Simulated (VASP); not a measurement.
Input of a VASP 6.6.1 run:

INCAR

```
  ALGO = Normal
  EDIFF = 1E-6
  EDIFFG = -0.01
  ENCUT = 600
  GGA = PS
  IBRION = 2
  ISIF = 3
  ISMEAR = -1
  LASPH = True
  LCHARG = False
  LREAL = False
  LWAVE = False
  NELM = 80
  NSW = 40
  PREC = Accurate
  SIGMA = 0.05
```

The input KPOINTS:

```
k-points
0
Gamma
  8 8 8
```

The input POSCAR:

```
TaN
1.0
    2.9380000000      0.0000000000      0.0000000000
   -1.4690000000      2.5443826363      0.0000000000
    0.0000000000      0.0000000000      2.8830000000
Ta N
1 1
Direct
    0.0000000000      0.0000000000      0.5000000000
    0.6666666667      0.3333333333      0.0000000000
```

Potentials or basis: VASP PAW PBE potentials, release 64 (Ta_pv, N).

Command:

```sh
$ cat potpaw_PBE.64/Ta_pv/POTCAR potpaw_PBE.64/N/POTCAR > POTCAR
$ mpirun -np 1 vasp_std > vasp.out
```

(1) Predict the relaxed volume.

(2) Estimate the space group after relaxing (to 0.05 Å).

Results:

(1) 10.65 Å³/atom.

(2) P-6m2 (No. 187).

Caveat: the PAW data sets were made with another functional, which shifts forces and pressure a little.
